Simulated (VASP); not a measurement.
# InAs (F-43m) in VASP: a series of runs, part 2 of 2

VASP 6.6.1.

## 4. Single point, r2SCAN (27.65 Å³/atom)

This run uses another cell than the first one, of 27.65 Å³/atom.

File POSCAR:

```
InAs
1.0
    0.0000000000      3.0237350231      3.0237350231
    3.0237350231      0.0000000000      3.0237350231
    3.0237350231      3.0237350231      0.0000000000
In As
1 1
Direct
    0.0000000000      0.0000000000      0.0000000000
    0.2500000000      0.2500000000      0.2500000000
```

File INCAR.step1:

```
SYSTEM = InAs
PREC = Accurate
ENCUT = 520
ISMEAR = -1
SIGMA = 0.02
LREAL = .FALSE.
LASPH = .TRUE.
NELM = 80
NBANDS = 16
GGA = PE
ALGO = Normal
EDIFF = 1E-4
LWAVE = .TRUE.
LCHARG = .FALSE.
```

File INCAR.step2:

```
SYSTEM = InAs
PREC = Accurate
ENCUT = 520
EDIFF = 1E-6
ISMEAR = -1
SIGMA = 0.02
LREAL = .FALSE.
LASPH = .TRUE.
NELM = 80
ALGO = Normal
ISIF = 2
LWAVE = .FALSE.
LCHARG = .FALSE.
METAGGA = R2SCAN
LMIXTAU = .TRUE.
NBANDS = 16
ISTART = 1
```

File KPOINTS:

```
Automatic mesh
0
G
  6 6 6
  0 0 0
```

Potentials or basis: VASP PAW PBE potentials, release 64 (In_d, As).

Started as:

```console
cat potpaw_PBE.64/In_d/POTCAR potpaw_PBE.64/As/POTCAR > POTCAR
cp INCAR.step1 INCAR
mpirun -np 1 vasp_std > vasp.out
cp INCAR.step2 INCAR
mpirun -np 1 vasp_std > vasp.out
```

OUTCAR:

```text
SYSTEM = InAs
   PREC = Accurate
   ENCUT = 520
   EDIFF = 1E-6
   ISMEAR = -1
   LREAL = .FALSE.
   LASPH = .TRUE.
   NELM = 80
   ISIF = 2
   METAGGA = R2SCAN
   ISTART = 1

 ion  position               nearest neighbor table
   1  0.000  0.000  0.000-   2 2.62   2 2.62   2 2.62   2 2.62
   2  0.250  0.250  0.250-   1 2.62   1 2.62   1 2.62   1 2.62

  LATTYP: Found a face centered cubic cell.
 ALAT       =     6.0474700462

  Lattice vectors:

 A1 = (   0.0000000000,   3.0237350231,   3.0237350231)
 A2 = (   3.0237350231,   0.0000000000,   3.0237350231)
 A3 = (   3.0237350231,   3.0237350231,   0.0000000000)

Analysis of symmetry for initial positions (statically):
=====================================================================
 Subroutine PRICEL returns:
 Original cell was already a primitive cell.

 Routine SETGRP: Setting up the symmetry group for a
 face centered cubic supercell.

 Subroutine GETGRP returns: Found 24 space group operations
 (whereof 24 operations were pure point group operations)
 out of a pool of 48 trial point group operations.

The static configuration has the point symmetry T_d .

[... 149 lines left out ...]

 E-fermi :   4.4122     XC(G=0):  -9.6535

 val. band max:        4.2778596899   @ k =   0.0000   0.0000   0.0000
 cond. band min:       4.5245345584   @ k =   0.0000   0.0000   0.0000
 fundamental gap:      0.2466748685
 Fermi energy:         4.4122065711

 k-point     1 :       0.0000    0.0000    0.0000
  band No.  band energies     occupation
      1     -10.5807      2.00000
      2     -10.5807      2.00000
      3     -10.5807      2.00000
      4     -10.4331      2.00000
      5     -10.4331      2.00000
      6      -8.0203      2.00000
[... 281 lines left out ...]
      3     -10.4976      2.00000
      4     -10.4573      2.00000
      5     -10.4185      2.00000
      6      -5.8674      2.00000
[... 8 lines left out ...]
     15      16.5372      0.00000
     16      16.8434      0.00000

------------------------ aborting loop because EDIFF is reached ----------------------------------------

  FORCE on cell =-STRESS in cart. coord.  units (eV):
  Direction    XX          YY          ZZ          XY          YZ          ZX
  --------------------------------------------------------------------------------------
  -------------------------------------------------------------------------------------
  Total        0.6396433      0.6396433      0.6396433      0.0000000      0.0000000     -0.0000000
  in kB       18.5347730     18.5347730     18.5347730      0.0000000      0.0000000     -0.0000000
  external PRESSURE =      18.5347730 kB  Pullay stress =       0.0000000 kB

 VOLUME and BASIS-vectors are now :
 -----------------------------------------------------------------------------
  energy-cutoff  :      520.00
  volume of cell :       55.29
      direct lattice vectors                 reciprocal lattice vectors
     0.000000000  3.023735023  3.023735023    -0.165358405  0.165358405  0.165358405
     3.023735023  0.000000000  3.023735023     0.165358405 -0.165358405  0.165358405
     3.023735023  3.023735023  0.000000000     0.165358405  0.165358405 -0.165358405

 POSITION                                       TOTAL-FORCE (eV/Angst)
 -----------------------------------------------------------------------------------
      0.00000      0.00000      0.00000        -0.000000     -0.000000      0.000000
      1.51187      1.51187      1.51187         0.000000      0.000000     -0.000000
 -----------------------------------------------------------------------------------
    total drift:                               -0.000003     -0.000003     -0.000004

  FREE ENERGIE OF THE ION-ELECTRON SYSTEM (eV)
  ---------------------------------------------------
  free  energy   TOTEN  =       -38.0352713173 eV

  energy  without entropy=      -38.0352616947  energy(sigma->0) =      -38.03526651
```

OUTCAR.step1:

```text
SYSTEM = InAs
   PREC = Accurate
   ENCUT = 520
   ISMEAR = -1
   LREAL = .FALSE.
   LASPH = .TRUE.
[... 513 lines left out ...]
      0.00000      0.00000      0.00000        -0.000000     -0.000000     -0.000000
      1.51187      1.51187      1.51187         0.000000      0.000000      0.000000
 -----------------------------------------------------------------------------------
    total drift:                               -0.000000     -0.000000     -0.000000

  FREE ENERGIE OF THE ION-ELECTRON SYSTEM (eV)
  ---------------------------------------------------
  free  energy   TOTEN  =        -7.6542667218 eV

  energy  without entropy=       -7.6539130479  energy(sigma->0) =       -7.65408988
```

Run time: 66 s. Hardware: 1 thread of Intel Xeon Platinum 8259CL at 2.50GHz (Skylake/Cascade Lake), shared host; peak memory 0.19 GiB.

Results:

```
Free energy            : -38.0353 eV
Pressure               : 1.9 GPa
Band gap on the k mesh : 0.25 eV
```

Caveat: the PAW data sets were made with another functional, which shifts forces and pressure a little; spin-orbit coupling is left out, which moves the levels of the heavy elements.

## 5. Single point, r2SCAN

This run uses another cell than the first one, of 28.50 Å³/atom.

File POSCAR:

```
InAs
1.0
    0.0000000000      3.0545915933      3.0545915933
    3.0545915933      0.0000000000      3.0545915933
    3.0545915933      3.0545915933      0.0000000000
In As
1 1
Direct
    0.0000000000      0.0000000000      0.0000000000
    0.2500000000      0.2500000000      0.2500000000
```

File INCAR.step1:

```
PREC = Accurate ; ENCUT = 520
ISMEAR = -1 ; SIGMA = 0.02
LREAL = F ; LASPH = T
NELM = 60 ; NBANDS = 16
GGA = PE ; ALGO = Normal
EDIFF = 1E-4 ; LWAVE = T
LCHARG = F
```

File INCAR.step2:

```
PREC = Accurate ; ENCUT = 520
EDIFF = 1E-6 ; ISMEAR = -1
SIGMA = 0.02 ; LREAL = F
LASPH = T ; NELM = 60
ALGO = Normal ; ISIF = 2
LWAVE = F ; LCHARG = F
METAGGA = R2SCAN ; LMIXTAU = T
NBANDS = 16 ; ISTART = 1
```

File KPOINTS:

```
regular mesh
0
Gamma
  6 6 6
```

Potentials or basis: VASP PAW PBE potentials, release 64 (In_d, As).

Started as:

```console
cat potpaw_PBE.64/In_d/POTCAR potpaw_PBE.64/As/POTCAR > POTCAR
cp INCAR.step1 INCAR
mpirun -np 1 vasp_std > vasp.out
cp INCAR.step2 INCAR
mpirun -np 1 vasp_std > vasp.out
```

OUTCAR:

```text
PREC = Accurate
   ENCUT = 520
   EDIFF = 1E-6
   ISMEAR = -1
   LREAL = F
   LASPH = T
   NELM = 60
   ISIF = 2
   METAGGA = R2SCAN
   ISTART = 1

 ion  position               nearest neighbor table
   1  0.000  0.000  0.000-   2 2.65   2 2.65   2 2.65   2 2.65
   2  0.250  0.250  0.250-   1 2.65   1 2.65   1 2.65   1 2.65

  LATTYP: Found a face centered cubic cell.
 ALAT       =     6.1091831866

  Lattice vectors:

 A1 = (   0.0000000000,   3.0545915933,   3.0545915933)
 A2 = (   3.0545915933,   0.0000000000,   3.0545915933)
 A3 = (   3.0545915933,   3.0545915933,   0.0000000000)

Analysis of symmetry for initial positions (statically):
=====================================================================
 Subroutine PRICEL returns:
 Original cell was already a primitive cell.

 Routine SETGRP: Setting up the symmetry group for a
 face centered cubic supercell.

 Subroutine GETGRP returns: Found 24 space group operations
 (whereof 24 operations were pure point group operations)
 out of a pool of 48 trial point group operations.

The static configuration has the point symmetry T_d .

Analysis of symmetry for dynamics (positions and initial velocities):
=====================================================================
 Subroutine PRICEL returns:
 Original cell was already a primitive cell.

 Routine SETGRP: Setting up the symmetry group for a
 face centered cubic supercell.

 Subroutine GETGRP returns: Found 24 space group operations
 (whereof 24 operations were pure point group operations)
 out of a pool of 48 trial point group operations.

The dynamic configuration has the point symmetry T_d .

 Subroutine INISYM returns: Found 24 space group operations
 (whereof 24 operations are pure point group operations),
 and found     1 'primitive' translations

----------------------------------------------------------------------------------------

                                     Primitive cell

  volume of cell :      57.0019

  direct lattice vectors                    reciprocal lattice vectors
     0.000000000  3.054591593  3.054591593    -0.163688004  0.163688004  0.163688004
     3.054591593  0.000000000  3.054591593     0.163688004 -0.163688004  0.163688004
     3.054591593  3.054591593  0.000000000     0.163688004  0.163688004 -0.163688004

  length of vectors
     4.319844859  4.319844859  4.319844859     0.283515939  0.283515939  0.283515939

  position of ions in fractional coordinates (direct lattice)
     0.000000000  0.000000000  0.000000000
     0.250000000  0.250000000  0.250000000

  ion indices of the primitive-cell ions
   primitive index   ion index
                 1           1
                 2           2

----------------------------------------------------------------------------------------

 KPOINTS: regular mesh

Automatic generation of k-mesh.
 Grid dimensions read from file:
 generate k-points for:    6    6    6

 Generating k-lattice:

  Cartesian coordinates                     Fractional coordinates (reciprocal lattice)
    -0.027281334  0.027281334  0.027281334     0.166666667  0.000000000  0.000000000
     0.027281334 -0.027281334  0.027281334     0.000000000  0.166666667  0.000000000
     0.027281334  0.027281334 -0.027281334     0.000000000  0.000000000  0.166666667

  Length of vectors
     0.047252656  0.047252656  0.047252656

  Shift w.r.t. Gamma in fractional coordinates (k-lattice)
     0.000000000  0.000000000  0.000000000

 Subroutine IBZKPT returns following result:
 ===========================================

 Found     16 irreducible k-points:

 Following reciprocal coordinates:
            Coordinates               Weight
  0.000000  0.000000  0.000000      1.000000
  0.166667  0.000000  0.000000      8.000000
  0.333333  0.000000  0.000000      8.000000
  0.500000  0.000000  0.000000      4.000000
  0.166667  0.166667  0.000000      6.000000
  0.333333  0.166667  0.000000     24.000000
[... 8 lines left out ...]
 -0.333333  0.333333  0.166667     24.000000
 -0.333333  0.500000  0.166667     12.000000
   k-points           NKPTS =     16   k-points in BZ     NKDIM =     16   number of bands    NBANDS=     16
   number of dos      NEDOS =    301   number of ions     NIONS =      2
   total plane-waves  NPLWV =  32768
   dimension x,y,z NGX =    32 NGY =   32 NGZ =   32
   dimension x,y,z NGXF=    64 NGYF=   64 NGZF=   64
   ions per type =               1   1
   NGX,Y,Z   is equivalent  to a cutoff of  12.31, 12.31, 12.31 a.u.
   NGXF,Y,Z  is equivalent  to a cutoff of  24.63, 24.63, 24.63 a.u.
 SYSTEM =  unknown system
   PREC   = accura    normal or accurate (medium, high low for compatibility)
   ISTART =      1    job   : 0-new  1-cont  2-samecut
   ICHARG =      0    charge: 1-file 2-atom 10-const
   ISPIN  =      1    spin polarized calculation?
   LNONCOLLINEAR =      F non collinear calculations
   LSORBIT =      F    spin-orbit coupling
   LASPH  =      T    aspherical Exc in radial PAW
   ENCUT  =  520.0 eV  38.22 Ry    6.18 a.u.   8.03  8.03  8.03*2*pi/ulx,y,z
   NELM   =     60;   NELMIN=  2; NELMDL=  0     # of ELM steps
   EDIFF  = 0.1E-05   stopping-criterion for ELM
   LREAL  =      F    real-space projection
   EDIFFG = 0.1E-04   stopping-criterion for IOM
   NSW    =      0    number of steps for IOM
   IBRION =     -1    ionic relax: 0-MD 1-quasi-New 2-CG
   NFREE  =      0    steps in history (QN), initial steepest desc. (CG)
   ISIF   =      2    stress and relaxation
   ISYM   =      2    0-nonsym 1-usesym 2-fastsym
   POTIM  = 0.5000    time-step for ionic-motion
   TEBEG  =    0.0;   TEEND  =   0.0 temperature during run
   PSTRESS=    0.0 pullay stress
   NELECT =      18.0000    total number of electrons
   NUPDOWN=      -1.0000    fix difference up-down
   EMIN   =  10.00;   EMAX   =-10.00  energy-range for DOS
   EFERMI =   0.00;   METHOD = LEGACY
   ISMEAR =    -1;   SIGMA  =   0.02  broadening in eV -4-tet -1-fermi 0-gaus
   EFERMI_NEDOS =   21; number of points for ismear=-14 and -15
   IALGO  =     38    algorithm
   IMIX   =      4    mixing-type and parameters
     AMIX     =   0.40;   BMIX     =  1.00
     AMIX_MAG =   1.60;   BMIX_MAG =  1.00
  volume/ion in A,a.u.               =      28.50       192.33
  Fermi-wavevector in a.u.,A,eV,Ry     =   1.114814  2.106693 16.909468  1.242811
  Thomas-Fermi vector in A             =   2.251413
   LORBIT       =      0    0 simple, 1 ext, 2 COOP (PROOUT), +10 PAW based schemes
   METAGGA = R2SCAN    functional components
   LHFCALC =     F    Hartree Fock is set to
   AEXX    =    0.0000 exact exchange contribution
   IVDW    =     0    specifies the selected vdW correction
   LEPSILON=     F    determine dielectric tensor
   LRPA    =     F    only Hartree local field effects (RPA)
 non-spin polarized calculation
  energy-cutoff  :      520.00
  volume of cell :       57.00
 maximum number of plane-waves:      1572
   NGX = 17   NGY = 17   NGZ = 17

 number of electron      17.9999996 magnetization

 Free energy of the ion-electron system (eV)
  ---------------------------------------------------
  ext. energy  EPLUGINS =         0.00000000
  ---------------------------------------------------
  free energy    TOTEN  =       -38.04524415 eV

  energy without entropy =      -38.04500703  energy(sigma->0) =      -38.04512559

 E-fermi :   4.0244     XC(G=0):  -9.5137

 val. band max:        3.9728444930   @ k =   0.0000   0.0000   0.0000
 cond. band min:       4.0507606927   @ k =   0.0000   0.0000   0.0000
 fundamental gap:      0.0779161997
 Fermi energy:         4.0244326802

 k-point     1 :       0.0000    0.0000    0.0000
  band No.  band energies     occupation
      1     -10.8290      2.00000
      2     -10.8290      2.00000
      3     -10.8290      2.00000
      4     -10.6949      2.00000
      5     -10.6949      2.00000
      6      -8.1267      2.00000
[... 8 lines left out ...]
     15      14.0655      0.00000
     16      14.0655      0.00000
[... 267 lines left out ...]
 k-point    16 :      -0.3333    0.5000    0.1667
  band No.  band energies     occupation
      1     -10.9910      2.00000
      2     -10.7715      2.00000
      3     -10.7542      2.00000
      4     -10.7162      2.00000
      5     -10.6816      2.00000
      6      -6.1094      2.00000
[... 8 lines left out ...]
     15      16.0506      0.00000
     16      16.3798      0.00000

------------------------ aborting loop because EDIFF is reached ----------------------------------------

  FORCE on cell =-STRESS in cart. coord.  units (eV):
  Direction    XX          YY          ZZ          XY          YZ          ZX
  --------------------------------------------------------------------------------------
  -------------------------------------------------------------------------------------
  Total       -0.0042809     -0.0042809     -0.0042809      0.0000000      0.0000000      0.0000000
  in kB       -0.1203248     -0.1203248     -0.1203248      0.0000000      0.0000000      0.0000000
  external PRESSURE =      -0.1203248 kB  Pullay stress =       0.0000000 kB

 VOLUME and BASIS-vectors are now :
 -----------------------------------------------------------------------------
  energy-cutoff  :      520.00
  volume of cell :       57.00
      direct lattice vectors                 reciprocal lattice vectors
     0.000000000  3.054591593  3.054591593    -0.163688004  0.163688004  0.163688004
     3.054591593  0.000000000  3.054591593     0.163688004 -0.163688004  0.163688004
     3.054591593  3.054591593  0.000000000     0.163688004  0.163688004 -0.163688004

 POSITION                                       TOTAL-FORCE (eV/Angst)
 -----------------------------------------------------------------------------------
      0.00000      0.00000      0.00000        -0.000000     -0.000000     -0.000000
      1.52730      1.52730      1.52730         0.000000      0.000000      0.000000
 -----------------------------------------------------------------------------------
    total drift:                               -0.000002     -0.000002     -0.000002

  FREE ENERGIE OF THE ION-ELECTRON SYSTEM (eV)
  ---------------------------------------------------
  free  energy   TOTEN  =       -38.0452441461 eV

  energy  without entropy=      -38.0450070326  energy(sigma->0) =      -38.04512559
```

OSZICAR.step1:

```text
N       E                     dE             d eps       ncg     rms          rms(c)
DAV:   1     0.113144630845E+03    0.11314E+03   -0.79977E+03   512   0.116E+03
DAV:   2    -0.633173371953E+00   -0.11378E+03   -0.10944E+03   584   0.287E+02
DAV:   3    -0.776276666489E+01   -0.71296E+01   -0.71023E+01   616   0.718E+01
DAV:   4    -0.794943069836E+01   -0.18666E+00   -0.18649E+00   728   0.132E+01
DAV:   5    -0.795725663632E+01   -0.78259E-02   -0.78259E-02   672   0.213E+00    0.436E+00
DAV:   6    -0.770841167742E+01    0.24884E+00   -0.37490E-01   824   0.100E+01    0.239E+00
DAV:   7    -0.768515744293E+01    0.23254E-01   -0.11043E-01   688   0.286E+00    0.719E-01
DAV:   8    -0.768645780836E+01   -0.13004E-02   -0.12932E-02   672   0.126E+00    0.177E-01
DAV:   9    -0.768707512418E+01   -0.61732E-03   -0.93340E-04   624   0.258E-01    0.106E-01
DAV:  10    -0.768725089514E+01   -0.17577E-03   -0.19630E-04   608   0.194E-01    0.540E-02
DAV:  11    -0.768730124513E+01   -0.50350E-04   -0.10523E-04   512   0.113E-01
   1 F= -.76873012E+01 E0= -.76871244E+01  d E =-.353627E-03
```

It took 62 s on 1 thread of Intel Xeon Platinum 8259CL at 2.50GHz (Skylake/Cascade Lake), shared host; peak memory 0.19 GiB.

Results:

```yaml
Free_energy: -38.0452 eV
Pressure: 0.0 GPa
Band_gap_on_the_k_mesh: 0.08 eV
```

Caveat: the PAW data sets were made with another functional, which shifts forces and pressure a little; spin-orbit coupling is left out, which moves the levels of the heavy elements.

## 6. Summary

| level | cell | gap on the mesh (eV) | pressure (GPa) |
| --- | --- | --- | --- |
| PBE | a = 4.462 Å, angles 60.0°, 2 atoms | none | -2.4 |
| r2SCAN | a = 4.232 Å, angles 60.0°, 2 atoms | 0.42 | 4.1 |
| r2SCAN | a = 4.276 Å, angles 60.0°, 2 atoms | 0.25 | 1.9 |
| r2SCAN | a = 4.320 Å, angles 60.0°, 2 atoms | 0.08 | 0.0 |

Alike in all rows: task single point; potentials or basis VASP PAW PBE potentials, release 64 (In_d, As); no spin polarisation; k mesh 6 × 6 × 6; cutoff (eV) 520; smearing fermi-dirac 0.02 eV.

Caveats: spin-orbit coupling is left out, which moves the levels of the heavy elements; the PAW data sets were made with another functional, which shifts forces and pressure a little (at least some runs); semilocal functionals underestimate gaps, so a narrow gap can read as zero (at least some runs); the cell stands under pressure (at least some runs).

Total energies depend on the potentials used, so only differences within one code and one set of settings carry meaning.

## 7. Against experiment

Step 5. A measured gap of InAs is 0.418 eV (direct; 4.2 K; a printed reference work, data compilation); the calculated 0.08 eV misses it by -0.34 eV. Spin-orbit coupling on As, In is left out. The value is that of r2SCAN, without temperature or zero-point motion.
